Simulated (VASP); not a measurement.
SnO:

```xyz
4
Lattice="3.8137 0.0000 0.0000 0.0000 3.8137 0.0000 0.0000 0.0000 4.8869" Properties=species:S:1:pos:R:3 pbc="T T T"
Sn    1.9068    0.0000    3.7367
Sn    0.0000    1.9068    1.1503
O     0.0000    0.0000    0.0000
O     1.9068    1.9068    0.0000
```

The cell is a database's computed one.

- Program: VASP 6.6.1
- Task: relaxation of cell and atoms
- Functional: rev-vdW-DF2
- Potentials or basis: VASP PAW PBE potentials, release 64 (Sn_d, O)
- Cutoff: 600 eV
- k mesh: 7 × 7 × 6
- Occupations: fermi-dirac, width 0.05 eV
- Spin: no spin polarisation

At the start: pressure 2.1 GPa; volume 17.77 Å³/atom.

Task: How do energy, volume and symmetry change on relaxing?

Result: Over 11 steps the energy falls by 3.3 meV/atom and the volume is 17.92 Å³/atom (+0.9 %); space group P4/nmm (No. 129, to 0.05 Å).

Step by step:
```csv
step,energy change (eV),largest force (eV/Å),pressure (GPa),volume (Å³)
1,0.0000,0.3967,2.15,71.08
2,0.0001,0.3866,-2.07,73.55
3,-0.0119,0.0043,-0.04,72.29
4,-0.0119,0.0037,-0.01,72.27
5,-0.0123,0.0172,-0.01,72.25
6,-0.0126,0.0468,-0.05,72.21
7,-0.0128,0.0168,-0.14,72.12
8,-0.0130,0.0181,-0.24,72.02
9,-0.0131,0.0107,-0.13,71.89
10,-0.0131,0.0075,-0.10,71.82
11,-0.0132,0.0002,0.00,71.69
```

Final structure:
```xyz
4
Lattice="3.8445 0.0000 0.0000 0.0000 3.8445 0.0000 0.0000 0.0000 4.8504" Properties=species:S:1:pos:R:3 pbc="T T T"
Sn    1.9222    0.0000    3.6900
Sn    3.8445    1.9222    1.1604
O     0.0000    3.8445    0.0000
O     1.9222    1.9222    0.0000
```

Caveat: the PAW data sets were made with another functional, which shifts forces and pressure a little.
